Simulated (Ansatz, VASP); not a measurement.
## One calculation of AlFe, two programs

```
CELL_PARAMETERS angstrom
2.93070 0.00000 0.00000
0.00000 2.93070 0.00000
0.00000 0.00000 2.93070
ATOMIC_POSITIONS crystal
Al 0.00000 0.00000 0.00000
Fe 0.50000 0.50000 0.50000
```

Alike in both runs: task single point; functional PBE; k mesh 14 × 14 × 14; occupations gaussian, width 0.1 eV; collinear spin.

|  | VASP | Ansatz |
| --- | --- | --- |
| version | VASP 6.6.1 | Ansatz 0.2.0 |
| potentials or method | VASP PAW PBE potentials, release 64 (Al, Fe) | scalar-relativistic, plane waves, PAW |
| plane-wave cutoff (eV) | 520 | 420 |
| valence electrons in the cell | 11 | 19 |

```csv
,VASP,Ansatz,Ansatz less VASP
gap on the k mesh at the Fermi level (eV),none,none,-
pressure (GPa),-9.0,-9.0,-0.04
net moment per atom (μB),0.36,0.36,+0.001
size of the moment on the site where the two differ most (μB),0.03,0.03,+0.007
```

Site moments also hang on the region over which each program counts them. A gap of «none» marks a metal or a gap that the smearing closes. The functional is the same, so the differences come from potentials, cutoffs and numerics. The two sets of potentials don't hold the same shells in valence.
